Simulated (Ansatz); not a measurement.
# Ti3Ni: equation of state with LDA

The system is Ti3Ni.

```
Ni Ti
1.0
     3.93518    0.00000    0.00000
     0.00000    3.93518    0.00000
     0.00000    0.00000    3.93518
Ni Ti
1 3
Direct
  0.00000 0.00000 0.00000
  0.50000 0.50000 0.00000
  0.50000 0.00000 0.50000
  0.00000 0.50000 0.50000
```

The cell comes from a database or a generator and needn't be the stable form of this composition.

| Item | Value |
| --- | --- |
| Program | Ansatz 0.2.0 |
| Task | equation of state |
| Functional | LDA |
| Potentials or basis | Ansatz PAW |
| Cutoff | 420 eV |
| Density cutoff | 1680 eV |
| k mesh | 7 × 7 × 7 |
| Occupations | fermi-dirac, width 0.05 eV |
| Spin | collinear spin, ferromagnetic start |
| Starting moments | [1.0, 1.0, 1.0, 1.0] μB |

- Equilibrium volume: 14.10 Å³/atom (rough: see the caveat)
- Bulk modulus: 149 GPa (rough)

Energy against volume, from the lowest point:
| volume (Å³/atom) | energy (meV/atom) |
| --- | --- |
| 14.321 | 0.00 |
| 14.625 | 7.03 |
| 14.930 | 19.18 |
| 15.235 | 35.94 |
| 15.539 | 56.85 |
| 15.844 | 81.49 |
| 16.149 | 109.48 |

All runs of the series together: 32 s on 2 threads of Arm Neoverse V2 (shared host).

Caveat: the minimum lies outside the volumes run.
